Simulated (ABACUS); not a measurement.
Write the native input for ABACUS 3.10.1 that does the following.

```
Task                                          : relaxation of cell and atoms
Functional                                    : PBE
Dispersion                                    : D3(BJ)
Potentials or basis                           : PseudoDojo NC SR 0.4.1 PBE standard
Cutoff                                        : 1102 eV
Density cutoff                                : 4408 eV
Basis                                         : plane waves
k mesh                                        : 7 × 7 × 7
Occupations                                   : fermi-dirac, width 0.05 eV
Spin                                          : no spin polarisation
Radial cutoff of the potentials (pseudo_rcut) : 7 bohr
Max steps of the relaxation                   : 60
Force threshold                               : 0.01 eV/Å
Optimiser                                     : cg
Stress threshold                              : 0.2 kbar
Held in the relaxation                        : volume
SCF threshold on the density                  : 1e-08
Max SCF steps                                 : 100
Eigensolver                                   : dav
Mixing                                        : broyden
Mixing share                                  : 0.7
Symmetry key                                  : 1
Bands                                         : 11
```

Crystal: Ga.

```
CELL_PARAMETERS angstrom
2.71648 0.00000 0.00000
0.00000 2.71648 0.00000
0.00000 0.00000 2.71648
ATOMIC_POSITIONS crystal
Ga 0.00000 0.00000 0.00000
```

The cell was built by a generator and needn't be a form met in nature.

These files were run (other wordings do the same):

INPUT

```
INPUT_PARAMETERS
suffix              Ga
calculation         cell-relax
basis_type          pw
pseudo_dir          ./
symmetry            1
dft_functional      pbe
ecutwfc             81
pseudo_rcut         7
nspin               1
nbands              11
ks_solver           dav
smearing_method     fd
smearing_sigma      0.00367493
scf_thr             1e-08
scf_nmax            100
mixing_type         broyden
mixing_beta         0.7
cal_force           1
cal_stress          1
vdw_method          d3_bj
relax_nmax          60
force_thr_ev        0.01
relax_method        cg
out_stru            1
stress_thr          0.2
fixed_axes          volume
kpar                4
```

STRU

```
ATOMIC_SPECIES
Ga 69.7230 Ga.upf

LATTICE_CONSTANT
1.8897261246

LATTICE_VECTORS
2.7164800000 0.0000000000 0.0000000000
0.0000000000 2.7164800000 0.0000000000
0.0000000000 0.0000000000 2.7164800000

ATOMIC_POSITIONS
Direct

Ga
0.0
1
0.0000000000 0.0000000000 0.0000000000 1 1 1
```

KPT

```
K_POINTS
0
Gamma
7 7 7 0 0 0
```

Potentials or basis: PseudoDojo NC SR 0.4.1 PBE standard, plane waves.

Command:

```console
$ OMP_NUM_THREADS=1 mpirun -np 4 abacus > log
```

It gave:

```yaml
Pressure_after_relaxing: -3.1 GPa
Band_gap_on_the_k_mesh: none (metal or under the smearing width)
Dispersion_energy_per_atom: -0.288 eV
```

Caveat: the relaxation stopped at its first step, so nothing moved; pairwise dispersion overbinds metals, which lowers pressure and volume.

It took 2.9 s on 4 MPI ranks on Intel(R) Xeon(R) Platinum 8488C (Sapphire Rapids), on a shared host, peak memory 0.28 GiB a rank.
